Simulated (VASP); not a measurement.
# Sb (Im-3m) in VASP: notebook

Runs on Sb. Level: PBE. Tasks: single point.

All numbers are computed with VASP 6.6.1; they aren't measurements. Logs are shortened: lines on timing, memory, paths and dates and some standing lists are left out, and cuts for length are marked.

## Step 1: Starting point

Symmetry: Im-3m, No. 229, cubic system. Conventional cell: a = 3.743 Å, b = 3.743 Å, c = 3.743 Å, α = 90.00°, β = 90.00°, γ = 90.00°. Sb (site symmetry m-3m) has 8 Sb at 3.24 Å as nearest neighbours.

This isn't the form of Sb at room conditions, which is rhombohedral.

## Step 2: Single point, PBE

INCAR reads:

```
SYSTEM = Sb
PREC = Accurate
ENCUT = 300
EDIFF = 1E-6
ISMEAR = 0
SIGMA = 0.05
LREAL = .False.
LASPH = .True.
NELM = 100
ALGO = Normal
ISIF = 2
LWAVE = .False.
LCHARG = .False.
GGA = PE
ADDGRID = .False.
```

KPOINTS reads:

```
Automatic mesh
0
Gamma
  3 3 3
  0 0 0
```

POSCAR reads:

```
Sb
1.0
   -1.8488020000      1.8498240000      1.9110830000
    1.8778730000     -1.8297390000      1.9200690000
    1.8451380000      1.8260750000     -1.8909980000
Sb
1
Direct
   -0.0010080000      0.0132760000      0.0062290000
```

Potentials or basis: VASP PAW PBE potentials, release 64 (Sb).

The run is started by

```
$ cat potpaw_PBE.64/Sb/POTCAR > POTCAR
$ mpirun -np 1 vasp_std > vasp.out
```

OUTCAR:

```text
SYSTEM = Sb
   PREC = Accurate
   ENCUT = 300
   EDIFF = 1E-6
   ISMEAR = 0
   LREAL = .False.
   LASPH = .True.
   NELM = 100
   ISIF = 2
   GGA = PE

 Found     14 irreducible k-points:

 Following reciprocal coordinates:
            Coordinates               Weight
  0.000000  0.000000  0.000000      1.000000
  0.333333 -0.000000  0.000000      2.000000
 -0.000000  0.333333  0.000000      2.000000
  0.333333  0.333333  0.000000      2.000000
 -0.333333  0.333333  0.000000      2.000000
 -0.000000  0.000000  0.333333      2.000000
   k-points           NKPTS =     14   k-points in BZ     NKDIM =     14   number of bands    NBANDS=      6
   number of dos      NEDOS =    301   number of ions     NIONS =      1
   total plane-waves  NPLWV =   5832
   dimension x,y,z NGX =    18 NGY =   18 NGZ =   18
   dimension x,y,z NGXF=    36 NGYF=   36 NGZF=   36
   ions per type =               1
   NGX,Y,Z   is equivalent  to a cutoff of   9.24,  9.21,  9.32 a.u.
   NGXF,Y,Z  is equivalent  to a cutoff of  18.48, 18.42, 18.63 a.u.
 SYSTEM =  Sb
   PREC   = accura    normal or accurate (medium, high low for compatibility)
   ISTART =      0    job   : 0-new  1-cont  2-samecut
   ICHARG =      2    charge: 1-file 2-atom 10-const
   ISPIN  =      1    spin polarized calculation?
   LNONCOLLINEAR =      F non collinear calculations
   LSORBIT =      F    spin-orbit coupling
   LASPH  =      T    aspherical Exc in radial PAW
   ENCUT  =  300.0 eV  22.05 Ry    4.70 a.u.   4.57  4.59  4.54*2*pi/ulx,y,z
   NELM   =    100;   NELMIN=  2; NELMDL= -5     # of ELM steps
   EDIFF  = 0.1E-05   stopping-criterion for ELM
   LREAL  =      F    real-space projection
   EDIFFG = 0.1E-04   stopping-criterion for IOM
   NSW    =      0    number of steps for IOM
   IBRION =     -1    ionic relax: 0-MD 1-quasi-New 2-CG
   NFREE  =      0    steps in history (QN), initial steepest desc. (CG)
   ISIF   =      2    stress and relaxation
   ISYM   =      2    0-nonsym 1-usesym 2-fastsym
   POTIM  = 0.5000    time-step for ionic-motion
   TEBEG  =    0.0;   TEEND  =   0.0 temperature during run
   PSTRESS=    0.0 pullay stress
   NELECT =       5.0000    total number of electrons
   NUPDOWN=      -1.0000    fix difference up-down
   EMIN   =  10.00;   EMAX   =-10.00  energy-range for DOS
   EFERMI =   0.00;   METHOD = LEGACY
   ISMEAR =     0;   SIGMA  =   0.05  broadening in eV -4-tet -1-fermi 0-gaus
   EFERMI_NEDOS =   21; number of points for ismear=-14 and -15
   IALGO  =     38    algorithm
   IMIX   =      4    mixing-type and parameters
     AMIX     =   0.40;   BMIX     =  1.00
     AMIX_MAG =   1.60;   BMIX_MAG =  1.00
  volume/ion in A,a.u.               =      26.21       176.89
  Fermi-wavevector in a.u.,A,eV,Ry     =   0.942378  1.780837 12.083020  0.888077
  Thomas-Fermi vector in A             =   2.069982
   LORBIT       =      0    0 simple, 1 ext, 2 COOP (PROOUT), +10 PAW based schemes
   GGA     = PE    functional components
   LHFCALC =     F    Hartree Fock is set to
   AEXX    =    0.0000 exact exchange contribution
   IVDW    =     0    specifies the selected vdW correction
   LEPSILON=     F    determine dielectric tensor
   LRPA    =     F    only Hartree local field effects (RPA)
 non-spin polarized calculation
 Gauss-broadening in eV      SIGMA  =   0.05
  energy-cutoff  :      300.00
  volume of cell :       26.21
 maximum number of plane-waves:       321
 NGX is ok and might be reduce to    18
   NGX =  9   NGY =  9   NGZ =  9

 number of electron       5.0000000 magnetization

 Free energy of the ion-electron system (eV)
  ---------------------------------------------------
  ext. energy  EPLUGINS =         0.00000000
  ---------------------------------------------------
  free energy    TOTEN  =        -4.30638324 eV

  energy without entropy =       -4.30441629  energy(sigma->0) =       -4.30539976

 E-fermi :   8.1637     XC(G=0): -10.3412

 val. band max:        8.0900195804   @ k =  -0.3333  -0.3333   0.3333
 cond. band min:       8.1854659015   @ k =   0.3333  -0.3333   0.3333
 fundamental gap:      0.0954463211
 Fermi energy:         8.1636513245

 k-point     1 :       0.0000    0.0000    0.0000
  band No.  band energies     occupation
      1      -4.2394      2.00000
      2      14.3079      0.00000
      3      14.5418      0.00000
      4      14.7080      0.00000
      5      19.1710      0.00000
      6      19.3969      0.00000

 k-point     2 :       0.3333   -0.0000    0.0000
  band No.  band energies     occupation
      1      -1.9542      2.00000
      2       5.9826      2.00000
      3      11.3593      0.00000
      4      13.1839      0.00000
      5      15.9108      0.00000
      6      16.3977      0.00000

 k-point     3 :      -0.0000    0.3333    0.0000
  band No.  band energies     occupation
      1      -2.0046      2.00000
      2       5.8793      2.00000
      3      11.5099      0.00000
      4      13.4057      0.00000
      5      16.0917      0.00000
      6      16.5888      0.00000

 k-point     4 :       0.3333    0.3333    0.0000
  band No.  band energies     occupation
      1       0.7546      2.00000
      2       4.9080      2.00000
      3       4.9249      2.00000
      4      11.4675      0.00000
      5      18.0012      0.00000
      6      19.9039      0.00000

 k-point     5 :      -0.3333    0.3333    0.0000
  band No.  band energies     occupation
      1      -1.8555      2.00000
      2       6.2108      2.00000
      3      11.0085      0.00000
      4      12.7710      0.00000
      5      15.4591      0.00000
      6      16.0236      0.00000

 k-point     6 :      -0.0000    0.0000    0.3333
  band No.  band energies     occupation
      1      -1.8421      2.00000
      2       6.2440      2.00000
      3      11.0151      0.00000
      4      12.7166      0.00000
      5      15.5533      0.00000
      6      15.8978      0.00000

 [... further k-points ...]

------------------------ aborting loop because EDIFF is reached ----------------------------------------

  FORCE on cell =-STRESS in cart. coord.  units (eV):
  Direction    XX          YY          ZZ          XY          YZ          ZX
  --------------------------------------------------------------------------------------
  -------------------------------------------------------------------------------------
  Total        1.3252046     -1.8766228      2.7826307      0.0203156     -0.1118646     -0.2151603
  in kB       80.9981063   -114.7014578    170.0777561      1.2417128     -6.8373019    -13.1508601
  external PRESSURE =      45.4581349 kB  Pullay stress =       0.0000000 kB

 VOLUME and BASIS-vectors are now :
 -----------------------------------------------------------------------------
  energy-cutoff  :      300.00
  volume of cell :       26.21
      direct lattice vectors                 reciprocal lattice vectors
    -1.848802000  1.849824000  1.911083000    -0.001760844  0.270622024  0.259612708
     1.877873000 -1.829739000  1.920069000     0.266576263 -0.001149462  0.259001326
     1.845138000  1.826075000 -1.890998000     0.268894891  0.272329269 -0.003468089

 POSITION                                       TOTAL-FORCE (eV/Angst)
 -----------------------------------------------------------------------------------
     -1.81051      1.83504      1.92287         0.000000      0.000000     -0.000000
 -----------------------------------------------------------------------------------
    total drift:                               -0.000000     -0.000001     -0.000001

  FREE ENERGIE OF THE ION-ELECTRON SYSTEM (eV)
  ---------------------------------------------------
  free  energy   TOTEN  =        -4.3063832375 eV

  energy  without entropy=       -4.3044162924  energy(sigma->0) =       -4.30539976
```

Run time: 3.6 s. Hardware: 1 thread of AMD EPYC 7R43 (Zen 3), shared host; peak memory 0.08 GiB.

These settings aren't checked as converged: the numbers below hold their error.

Results:

| Item | Value |
| --- | --- |
| Free energy | -4.3064 eV |
| Pressure | 4.5 GPa |
| Band gap on the k mesh | none (metal or under the smearing width) |

Caveat: the k mesh is coarse (spacing up to 0.80 Å⁻¹), so the values aren't converged.

## Step 3: Single point, PBE

Edit INCAR of step 2 so:

```diff
@@ -2,3 +2,3 @@
 PREC = Accurate
-ENCUT = 300
+ENCUT = 350
 EDIFF = 1E-6
```

KPOINTS is that of step 2.

POSCAR reads:

```
Sb
1.0
   -1.8713408863      1.8713408863      1.8713408863
    1.8713408863     -1.8713408863      1.8713408863
    1.8713408863      1.8713408863     -1.8713408863
Sb
1
Direct
    0.0000000000      0.0000000000      0.0000000000
```

Potentials or basis: VASP PAW PBE potentials, release 64 (Sb).

The run is started by

```
$ cat potpaw_PBE.64/Sb/POTCAR > POTCAR
$ mpirun -np 1 vasp_std > vasp.out
```

OUTCAR:

```text
SYSTEM = Sb
   PREC = Accurate
   ENCUT = 350
   EDIFF = 1E-6
   ISMEAR = 0
   LREAL = .False.
   LASPH = .True.
   NELM = 100
   ISIF = 2
   GGA = PE

 Found      4 irreducible k-points:

 Following reciprocal coordinates:
            Coordinates               Weight
  0.000000  0.000000  0.000000      1.000000
  0.333333  0.000000  0.000000     12.000000
  0.333333  0.333333  0.000000      8.000000
 -0.333333  0.333333  0.333333      6.000000
   k-points           NKPTS =      4   k-points in BZ     NKDIM =      4   number of bands    NBANDS=      6
   number of dos      NEDOS =    301   number of ions     NIONS =      1
   total plane-waves  NPLWV =   8000
   dimension x,y,z NGX =    20 NGY =   20 NGZ =   20
   dimension x,y,z NGXF=    40 NGYF=   40 NGZF=   40
   ions per type =               1
   NGX,Y,Z   is equivalent  to a cutoff of  10.26, 10.26, 10.26 a.u.
   NGXF,Y,Z  is equivalent  to a cutoff of  20.52, 20.52, 20.52 a.u.
 SYSTEM =  Sb
   PREC   = accura    normal or accurate (medium, high low for compatibility)
   ISTART =      0    job   : 0-new  1-cont  2-samecut
   ICHARG =      2    charge: 1-file 2-atom 10-const
   ISPIN  =      1    spin polarized calculation?
   LNONCOLLINEAR =      F non collinear calculations
   LSORBIT =      F    spin-orbit coupling
   LASPH  =      T    aspherical Exc in radial PAW
[... 54 lines left out ...]
 cond. band min:      11.2346669635   @ k =   0.3333   0.3333   0.0000
 fundamental gap:      3.1939515584
 Fermi energy:         8.0444146070

 k-point     1 :       0.0000    0.0000    0.0000
  band No.  band energies     occupation
      1      -4.2368      2.00000
      2      14.5305      0.00000
      3      14.5305      0.00000
      4      14.5305      0.00000
      5      19.4882      0.00000
      6      19.4882      0.00000
[... 19 lines left out ...]
 k-point     4 :      -0.3333    0.3333    0.3333
  band No.  band energies     occupation
      1       0.3186      2.00000
      2       7.4822      2.00000
      3       8.0407      1.08334
      4       8.0407      1.08333
      5      12.7364      0.00000
      6      17.1849      0.00000

------------------------ aborting loop because EDIFF is reached ----------------------------------------

  FORCE on cell =-STRESS in cart. coord.  units (eV):
  Direction    XX          YY          ZZ          XY          YZ          ZX
  --------------------------------------------------------------------------------------
  -------------------------------------------------------------------------------------
  Total        0.8548995      0.8548995      0.8548995      0.0000000     -0.0000000      0.0000000
  in kB       52.2524814     52.2524814     52.2524814      0.0000000     -0.0000000      0.0000000
  external PRESSURE =      52.2524814 kB  Pullay stress =       0.0000000 kB

 VOLUME and BASIS-vectors are now :
 -----------------------------------------------------------------------------
  energy-cutoff  :      350.00
  volume of cell :       26.21
      direct lattice vectors                 reciprocal lattice vectors
    -1.871340886  1.871340886  1.871340886     0.000000000  0.267188092  0.267188092
     1.871340886 -1.871340886  1.871340886     0.267188092  0.000000000  0.267188092
     1.871340886  1.871340886 -1.871340886     0.267188092  0.267188092  0.000000000

 POSITION                                       TOTAL-FORCE (eV/Angst)
 -----------------------------------------------------------------------------------
      0.00000      0.00000      0.00000         0.000000      0.000000      0.000000
 -----------------------------------------------------------------------------------
    total drift:                               -0.000000     -0.000000     -0.000000

  FREE ENERGIE OF THE ION-ELECTRON SYSTEM (eV)
  ---------------------------------------------------
  free  energy   TOTEN  =        -4.2229253444 eV

  energy  without entropy=       -4.2104562421  energy(sigma->0) =       -4.21669079
```

stdout:

```text
POSCAR found type information on POSCAR Sb
 POSCAR found :  1 types and       1 ions
 scaLAPACK will be used
 LDA part: xc-table for (Slater+PW92), standard interpolation
 POSCAR, INCAR and KPOINTS ok, starting setup
 FFT: planning ... GRIDC
 FFT: planning ... GRID_SOFT
 FFT: planning ... GRID
 WAVECAR not read
 entering main loop
```

Wall time 2.2 s (1 thread of AMD EPYC 7R43 (Zen 3), shared host); peak memory 0.08 GiB.

The run converged, but some of its settings lie outside the range that counts as converged, so its numbers aren't taken as properties of the crystal.

What came out:

```yaml
Free_energy: -4.2229 eV
Pressure: 5.2 GPa
Band_gap_on_the_k_mesh: none (metal or under the smearing width)
```

Caveat: the k mesh is coarse (spacing up to 0.79 Å⁻¹), so the values aren't converged.

(Continued in part 2 of 2.)
